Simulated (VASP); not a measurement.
# CdSe (Cadmoselite) (P6_3mc) in VASP: a series of runs

CdSe (Cadmoselite) is run at these levels: PBEsol, HF, LDA; tasks: single point.

Program: VASP 6.6.1. These are calculated values, not measurements. Logs are shortened: lines on timing, memory, paths and dates and some standing lists are left out, and cuts for length are marked.

**Measured values to compare with.**

A printed reference work, data compilation reports, for a bulk crystal of CdSe at 2 K: band gap 1.841 eV.

The results are compared with them further down.

### 1 The cell of the first run

The structure is hexagonal, space group P6_3mc (No. 186). The conventional cell has a = 4.357 Å, b = 4.357 Å, c = 7.112 Å, α = 90.00°, β = 90.00°, γ = 120.00°. Within 3.5 Å of Cd (site symmetry 3m) lie 4 Se at 2.64 to 2.74 Å. Within 3.5 Å of Se (site symmetry 3m) lie 4 Cd at 2.64 to 2.74 Å.

### 2 Single point, PBEsol, non-collinear spin, zero start, spin-orbit coupling

INCAR

```
SYSTEM = CdSe
ALGO = Normal ; EDIFF = 1E-6
ENCUT = 520 ; GGA = PS
GGA_COMPAT = .FALSE. ; ISIF = 2
ISMEAR = -1 ; LASPH = .TRUE.
LCHARG = .FALSE. ; LORBIT = 11
LORBMOM = .TRUE. ; LREAL = .FALSE.
LSORBIT = .TRUE. ; LWAVE = .FALSE.
MAGMOM = 0 0 0 0 0 0 0 0 0 0 0 0 ; NBANDS = 50
NELM = 150 ; PREC = Accurate
SIGMA = 0.05
```

KPOINTS

```
k-points
0
G
  7 7 4
  0 0 0
```

POSCAR

```
CdSe
1.0
    4.3565854364      0.0000000000      0.0000000000
   -2.1782927182      3.7729136617      0.0000000000
    0.0000000000      0.0000000000      7.1123790148
Cd Se
2 2
Direct
    0.6666666667      0.3333333333      0.5000000000
    0.3333333333      0.6666666667      0.0000000000
    0.6666666667      0.3333333333      0.8850000000
    0.3333333333      0.6666666667      0.3850000000
```

Potentials or basis: VASP PAW PBE potentials, release 64 (Cd, Se).

Command:

```
$ cat potpaw_PBE.64/Cd/POTCAR potpaw_PBE.64/Se/POTCAR > POTCAR
$ mpirun -np 1 vasp_ncl > vasp.out
```

OUTCAR:

```text
SYSTEM = CdSe
   EDIFF = 1E-6
   ENCUT = 520
   GGA = PS
   ISIF = 2
   ISMEAR = -1
   LASPH = .TRUE.
   LORBIT = 11
   LREAL = .FALSE.
   LSORBIT = .TRUE.
   NELM = 150
   PREC = Accurate

 ion  position               nearest neighbor table
   1  0.667  0.333  0.500-   4 2.64   4 2.64   4 2.64   3 2.74
   2  0.333  0.667  0.000-   3 2.64   3 2.64   3 2.64   4 2.74
   3  0.667  0.333  0.885-   2 2.64   2 2.64   2 2.64   1 2.74
   4  0.333  0.667  0.385-   1 2.64   1 2.64   1 2.64   2 2.74

  LATTYP: Found a hexagonal cell.
 ALAT       =     4.3565854364
 C/A-ratio  =     1.6325581395

  Lattice vectors:

 A1 = (   4.3565854364,   0.0000000000,   0.0000000000)
 A2 = (  -2.1782927182,   3.7729136617,   0.0000000000)
 A3 = (   0.0000000000,   0.0000000000,   7.1123790148)

Analysis of symmetry for initial positions (statically):
=====================================================================
 Subroutine PRICEL returns:
 Original cell was already a primitive cell.

 Routine SETGRP: Setting up the symmetry group for a
 hexagonal supercell.

 Subroutine GETGRP returns: Found 12 space group operations
 (whereof  6 operations were pure point group operations)
 out of a pool of 24 trial point group operations.

The static configuration has the point symmetry C_3v.
 The point group associated with its full space group is C_6v.

Analysis of symmetry for dynamics (positions and initial velocities):
=====================================================================
 Subroutine PRICEL returns:
 Original cell was already a primitive cell.

 Routine SETGRP: Setting up the symmetry group for a
 hexagonal supercell.

 Subroutine GETGRP returns: Found 12 space group operations
 (whereof  6 operations were pure point group operations)
 out of a pool of 24 trial point group operations.

The dynamic configuration has the point symmetry C_3v.
 The point group associated with its full space group is C_6v.

Analysis of structural, dynamic, and magnetic symmetry:
=====================================================================
 Subroutine PRICEL returns:
 Original cell was already a primitive cell.

 Routine SETGRP: Setting up the symmetry group for a
 hexagonal supercell.

 Subroutine GETGRP returns: Found 12 space group operations
 (whereof  6 operations were pure point group operations)
 out of a pool of 24 trial point group operations.

The overall configuration has the point symmetry C_3v.
 The point group associated with its full space group is C_6v.

 Subroutine INISYM returns: Found 12 space group operations
 (whereof  6 operations are pure point group operations),
 and found     1 'primitive' translations

----------------------------------------------------------------------------------------

                                     Primitive cell

  volume of cell :     116.9063

  direct lattice vectors                    reciprocal lattice vectors
     4.356585436  0.000000000  0.000000000     0.229537562  0.132523573  0.000000000
    -2.178292718  3.772913662  0.000000000     0.000000000  0.265047146  0.000000000
     0.000000000  0.000000000  7.112379015     0.000000000  0.000000000  0.140599931

  length of vectors
     4.356585436  4.356585436  7.112379015     0.265047146  0.265047146  0.140599931

  position of ions in fractional coordinates (direct lattice)
     0.666666667  0.333333333  0.500000000
     0.333333333  0.666666667  0.000000000
     0.666666667  0.333333333  0.885000000
     0.333333333  0.666666667  0.385000000

  ion indices of the primitive-cell ions
   primitive index   ion index
                 1           1
                 2           2
                 3           3
                 4           4

----------------------------------------------------------------------------------------

 KPOINTS: k-points

Automatic generation of k-mesh.
 Grid dimensions read from file:
 generate k-points for:    7    7    4

 Generating k-lattice:

[... 109 lines left out ...]
  free energy    TOTEN  =       -12.41441900 eV

  energy without entropy =      -12.41423971  energy(sigma->0) =      -12.41432935

 E-fermi :   0.8348     XC(G=0):  -8.9158

 val. band max:        0.6186318895   @ k =   0.0000   0.0000   0.0000
 cond. band min:       1.0022613263   @ k =   0.0000   0.0000   0.0000
 fundamental gap:      0.3836294368
 Fermi energy:         0.8348008638

 k-point     1 :       0.0000    0.0000    0.0000
  band No.  band energies     occupation
      1     -11.9061      1.00000
      2     -11.9061      1.00000
      3     -11.5671      1.00000
      4     -11.5671      1.00000
      5      -7.5954      1.00000
      6      -7.5954      1.00000
[... 1213 lines left out ...]
     47       7.2152      0.00000
     48       7.2278      0.00000

 [... further k-points ...]

 [bands above 48 left out]

------------------------ aborting loop because EDIFF is reached ----------------------------------------

  FORCE on cell =-STRESS in cart. coord.  units (eV):
  Direction    XX          YY          ZZ          XY          YZ          ZX
  --------------------------------------------------------------------------------------
  -------------------------------------------------------------------------------------
  Total       -0.7087539     -0.7087539     -1.7558910      0.0000000      0.0000000      0.0000000
  in kB       -9.7133285     -9.7133285    -24.0641285      0.0000000      0.0000000      0.0000000
  external PRESSURE =     -14.4969285 kB  Pullay stress =       0.0000000 kB

 VOLUME and BASIS-vectors are now :
 -----------------------------------------------------------------------------
  energy-cutoff  :      520.00
  volume of cell :      116.91
      direct lattice vectors                 reciprocal lattice vectors
     4.356585436  0.000000000  0.000000000     0.229537562  0.132523573  0.000000000
    -2.178292718  3.772913662  0.000000000     0.000000000  0.265047146  0.000000000
     0.000000000  0.000000000  7.112379015     0.000000000  0.000000000  0.140599931

 POSITION                                       TOTAL-FORCE (eV/Angst)
 -----------------------------------------------------------------------------------
      2.17829      1.25764      3.55619         0.000000      0.000000      0.235395
     -0.00000      2.51528      0.00000        -0.000000      0.000000      0.235395
      2.17829      1.25764      6.29446         0.000000      0.000000     -0.235395
     -0.00000      2.51528      2.73827        -0.000000      0.000000     -0.235395
 -----------------------------------------------------------------------------------
    total drift:                               -0.000000      0.000000     -0.000372

  FREE ENERGIE OF THE ION-ELECTRON SYSTEM (eV)
  ---------------------------------------------------
  free  energy   TOTEN  =       -12.4144189993 eV

  energy  without entropy=      -12.4142397073  energy(sigma->0) =      -12.41432935

 orbital moment (x)

 # of ion     p       d       tot
 ----------------------------------------
  1        -0.000   0.000   0.000
  2        -0.000  -0.000  -0.000
  3        -0.000  -0.000  -0.000
  4         0.000  -0.000   0.000
 ----------------------------------------
           -0.000  -0.000  -0.000

 orbital moment (y)

 # of ion     p       d       tot
 ----------------------------------------
  1         0.000   0.000   0.000
  2         0.000  -0.000  -0.000
  3        -0.000   0.000  -0.000
  4         0.000  -0.000   0.000
 ----------------------------------------
            0.000   0.000   0.000

 orbital moment (z)

 # of ion     p       d       tot
 ----------------------------------------
  1         0.000  -0.000  -0.000
  2         0.000  -0.000  -0.000
  3         0.000   0.000   0.000
  4         0.000   0.000   0.000
 ----------------------------------------
            0.000  -0.000  -0.000

 Spin-Orbit-Coupling matrix elements

 Ion:    1  E_soc:     -0.0577006
 l=   1
     0.0000000    -0.0025811    -0.0027570
    -0.0025811     0.0000000    -0.0025811
    -0.0027570    -0.0025811     0.0000000
 l=   2
     0.0000000    -0.0013930     0.0000000    -0.0013930    -0.0056074
    -0.0013930     0.0000000    -0.0041857    -0.0013805    -0.0013930
     0.0000000    -0.0041857     0.0000000    -0.0041857     0.0000000
    -0.0013930    -0.0013805    -0.0041857     0.0000000    -0.0013930
    -0.0056074    -0.0013930     0.0000000    -0.0013930     0.0000000
 l=   3
     0.0000000     0.0000000     0.0000000     0.0000000     0.0000000     0.0000000     0.0000000
     0.0000000     0.0000000     0.0000000     0.0000000     0.0000000     0.0000000     0.0000000
     0.0000000     0.0000000     0.0000000     0.0000000     0.0000000     0.0000000     0.0000000
     0.0000000     0.0000000     0.0000000     0.0000000     0.0000000     0.0000000     0.0000000
[... 49 lines left out ...]
 l=   2
     0.0000000    -0.0000009     0.0000000    -0.0000009    -0.0000073
    -0.0000009     0.0000000    -0.0000047    -0.0000001    -0.0000009
     0.0000000    -0.0000047     0.0000000    -0.0000047     0.0000000
    -0.0000009    -0.0000001    -0.0000047     0.0000000    -0.0000009
    -0.0000073    -0.0000009     0.0000000    -0.0000009     0.0000000
 l=   3
     0.0000000     0.0000000     0.0000000     0.0000000     0.0000000     0.0000000     0.0000000
     0.0000000     0.0000000     0.0000000     0.0000000     0.0000000     0.0000000     0.0000000
     0.0000000     0.0000000     0.0000000     0.0000000     0.0000000     0.0000000     0.0000000
     0.0000000     0.0000000     0.0000000     0.0000000     0.0000000     0.0000000     0.0000000
     0.0000000     0.0000000     0.0000000     0.0000000     0.0000000     0.0000000     0.0000000
     0.0000000     0.0000000     0.0000000     0.0000000     0.0000000     0.0000000     0.0000000
     0.0000000     0.0000000     0.0000000     0.0000000     0.0000000     0.0000000     0.0000000

 total charge

# of ion       s       p       d       tot
------------------------------------------
    1        0.442   0.297   9.550  10.290
    2        0.442   0.297   9.550  10.290
    3        1.447   2.360   0.020   3.827
    4        1.447   2.360   0.020   3.827
--------------------------------------------------
tot          3.778   5.315  19.141  28.233

 magnetization (x)

# of ion       s       p       d       tot
------------------------------------------
    1        0.000   0.000   0.000   0.000
    2       -0.000  -0.000  -0.000  -0.000
    3       -0.000   0.000  -0.000  -0.000
    4       -0.000   0.000   0.000  -0.000
--------------------------------------------------
tot         -0.000   0.000   0.000  -0.000

 magnetization (y)

# of ion       s       p       d       tot
------------------------------------------
    1        0.000   0.000   0.000   0.000
    2       -0.000  -0.000   0.000  -0.000
    3        0.000   0.000   0.000   0.000
    4        0.000   0.000   0.000   0.000
--------------------------------------------------
tot         -0.000   0.000   0.000  -0.000

 magnetization (z)

# of ion       s       p       d       tot
------------------------------------------
    1        0.000  -0.000   0.000   0.000
    2        0.000  -0.000   0.000   0.000
    3        0.000   0.000  -0.000   0.000
    4        0.000   0.000  -0.000   0.000
--------------------------------------------------
tot          0.000  -0.000   0.000   0.000
```

It took 4.9 min on 1 thread of Intel Xeon Platinum 8259CL at 2.50GHz (Skylake/Cascade Lake), shared host; peak memory 0.58 GiB.

What came out:

```yaml
Free_energy: -12.4144 eV
Pressure: -1.4 GPa
Largest_force: 0.235 eV/Å
Net_moment: 0.00 μB per cell
Valence_electrons_inside_the_program's_atomic_spheres: Cd 10.29; Se 3.83
```

Forces on the atoms (eV/Å):
```
Cd   0.000  0.000  0.235
Cd   0.000  0.000  0.235
Se   0.000  0.000 -0.235
Se   0.000  0.000 -0.235
```

Stress tensor (GPa, compression positive):
```
-0.97  0.00  0.00
 0.00 -0.97  0.00
 0.00  0.00 -2.41
```

Moments on the atoms (μB; x, y, z):
```
Cd  0.00 0.00 0.00
Cd  0.00 0.00 0.00
Se  0.00 0.00 0.00
Se  0.00 0.00 0.00
```

Caveat: the PAW data sets were made with another functional, which shifts forces and pressure a little.

### 3 Single point, HF

This run uses another cell than the first one, of 28.10 Å³/atom, 0.962 times its volume.

POSCAR

```
CdSe
1.0
    4.3000000000      0.0000000000      0.0000000000
   -2.1500000000      3.7239092363      0.0000000000
    0.0000000000      0.0000000000      7.0200000000
Cd Se
2 2
Direct
    0.6666666667      0.3333333333      0.5000000000
    0.3333333333      0.6666666667      0.0000000000
    0.6666666667      0.3333333333      0.8850000000
    0.3333333333      0.6666666667      0.3850000000
```

INCAR.step1

```
SYSTEM = CdSe
PREC     = Accurate       ! precision mode
ENCUT    = 520            ! plane-wave cutoff, eV
EDIFF    = 1E-5           ! SCF threshold, eV
ISMEAR   = -1             ! smearing method
SIGMA    = 0.05           ! smearing width, eV
LREAL    = .FALSE.        ! projectors in reciprocal space
LASPH    = .TRUE.         ! aspherical terms in the spheres
NELM     = 60             ! most SCF steps
ALGO     = Normal         ! electronic algorithm
ISIF     = 2              ! what is computed and relaxed
LWAVE    = .TRUE.         ! write WAVECAR
NBANDS   = 26             ! bands
GGA      = PE             ! functional
```

INCAR.step2

```
SYSTEM = CdSe
PREC     = Accurate       ! precision mode
ENCUT    = 520            ! plane-wave cutoff, eV
EDIFF    = 1E-6           ! SCF threshold, eV
ISMEAR   = -1             ! smearing method
SIGMA    = 0.05           ! smearing width, eV
LREAL    = .FALSE.        ! projectors in reciprocal space
LASPH    = .TRUE.         ! aspherical terms in the spheres
NELM     = 60             ! most SCF steps
ALGO     = Normal         ! electronic algorithm
ISIF     = 2              ! what is computed and relaxed
LWAVE    = .FALSE.        ! write WAVECAR
LCHARG   = .TRUE.         ! write CHGCAR
GGA      = PE             ! functional
LHFCALC  = .TRUE.         ! exact exchange
AEXX     = 1.0            ! exact-exchange fraction
ALDAC    = 0.0          
AGGAC    = 0.0          
PRECFOCK = Normal       
LELF     = .TRUE.         ! ELF
LVHAR    = .TRUE.       
NBANDS   = 26             ! bands
ISTART   = 1
```

KPOINTS

```
regular mesh
0
G
  4 4 2
  0 0 0
```

Potentials or basis: VASP PAW PBE potentials, release 64 (Cd, Se).

Command:

```
$ cat potpaw_PBE.64/Cd/POTCAR potpaw_PBE.64/Se/POTCAR > POTCAR
$ cp INCAR.step1 INCAR
$ mpirun -np 1 vasp_std > vasp.out
$ cp INCAR.step2 INCAR
$ mpirun -np 1 vasp_std > vasp.out
```

It took 25 min on 1 thread of AMD EPYC 7R13 (Zen 3), shared host; peak memory 0.23 GiB.

The run converged. Its results:

- Free energy: -23.5128 eV
- Pressure: 5.9 GPa
- Largest force: 0.325 eV/Å
- Band gap on the k mesh: 7.91 eV, direct

Forces in eV/Å, atoms in the order of the input:
```
Cd   0.000  0.000  0.325
Cd   0.000  0.000  0.325
Se   0.000  0.000 -0.325
Se   0.000  0.000 -0.325
```

Stress tensor (GPa, compression positive):
```
6.77 0.00 0.00
0.00 6.77 0.00
0.00 0.00 4.16
```

Levels at points of the mesh, in eV from the valence-band top:
```csv
k point,band 16,band 17,band 18,band 19,band 20,band 21
"(0.00, 0.00, 0.00)",0.00,0.00,0.00,7.91,9.46,13.32
"(0.50, 0.00, 0.00)",-2.34,-1.51,-1.03,10.27,10.67,11.50
"(0.00, 0.00, 0.50)",-0.48,-0.48,-0.48,9.67,9.67,13.23
"(0.50, 0.00, 0.50)",-1.73,-1.59,-1.59,9.98,9.98,12.02
```

Caveat: the k points lie up to 0.45 Å⁻¹ apart; the PAW data sets were made with another functional, which shifts forces and pressure a little.

(Part 1 of 2 ends here.)
